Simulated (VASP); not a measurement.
Crystal: AlN.

```
Al N
1.0
     0.00000    2.18830    2.18830
     2.18830    0.00000    2.18830
     2.18830    2.18830    0.00000
Al N
1 1
Direct
  0.00000 0.00000 0.00000
  0.75000 0.75000 0.75000
```

Measurements of this composition are mostly on another form, of space group No. 186.

Base run:

- Program: VASP 6.6.1
- Functional: PBE0
- Potentials or basis: VASP PAW PBE potentials, release 64 (Al, N)
- Cutoff: 520 eV
- k mesh: 10 × 10 × 10
- Occupations: gaussian, width 0.03 eV
- Spin: no spin polarisation

Its results: band gap on the k mesh 5.28 eV, indirect (least direct gap 6.21 eV); pressure -1.8 GPa.

Q: After a change of settings the same cell gave: band gap on the k mesh 4.57 eV, indirect (least direct gap 5.51 eV); pressure -1.8 GPa. Which change was it?
A. functional from PBE0 to PBE; further incar settings from ALGO = Normal; EDIFF = 1e-06; NBANDS = 11 to ALGO = Fast; EDIFF = 1e-06; NBANDS = 11
B. functional from PBE0 to PBE-EpsX; k mesh from 10 × 10 × 10 to 6 × 6 × 6
C. functional from PBE0 to HSE06
D. k mesh from 10 × 10 × 10 to 6 × 6 × 6

A: C.

Caveats: the PAW data sets were made with another functional, which shifts forces and pressure a little.
